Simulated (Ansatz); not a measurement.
# Hf (bcc)

Level of theory: DFT, PBE with spin–orbit coupling, two-component spinors; plane waves to 420 eV with PAW datasets (Ansatz 0.2.0), 16×16×16 k-mesh, Gaussian smearing of 0.05 eV; PAW files: Ansatz's generated set soft_2.

```
Hf
1.0
    -1.77055    1.77055    1.77055
     1.77055   -1.77055    1.77055
     1.77055    1.77055   -1.77055
Hf
1
Direct
  0.00000 0.00000 0.00000
```

At room temperature and ambient pressure Hf is hcp.

The cell is relaxed to zero pressure at this level.

Path: Γ–H–N–Γ–P–H | P–N, with Γ = (0.000, 0.000, 0.000), H = (0.500, -0.500, 0.500), N = (0.000, 0.000, 0.500), P = (0.250, 0.250, 0.250) in reciprocal vectors of the calculation's cell.

Problem. Is it a metal or an insulator, and if it has a gap, where are the band edges on this path?

Solution. A metal: bands cross the Fermi level.

Bands as a text map, energy in eV from the Fermi level (dashes), each leg drawn with the same width:
```
  3.57 |     * *                 *                                    
  3.21 |  *          *    *                             *             
  2.86 |    *  *      *           *      *                            
  2.50 |   *  *          *         *                                  
  2.14 |   * **       ***               *                             
  1.79 |*** **                      ****               *              
  1.43 |*****          *            ****                              
  1.07 |    *           *   *      **   *                           **
  0.71 |                   * **  **      *                        **  
  0.36 |                 **    ***        *           *         **    
  0.00 |-----*-----------**----**----------*------------------**------
 -0.36 |                   ****            **  ******      ***      **
 -0.71 |                *                   **** *****      ********  
 -1.07 |      *        *                       ***   *     ***        
 -1.43 |                                      *   *** *       *       
 -1.79 |       *      *                                *       *      
 -2.14 |       **    ****                    *          *       *     
 -2.50 |      *  ****    *                               **      *    
 -2.86 |                                                          *   
 -3.21 |     *            ***               *                      ***
 -3.57 |                     **                                       
 -3.93 |                       *                                      
 -4.29 |    *                   *          *                          
 -4.64 |                                                              
 -5.00 |                         *        *                           
 -5.36 |   *                                                          
 -5.71 |                          *      *                            
 -6.07 |                           *                                  
        Γ         H         N         Γ         P         HP         N
```
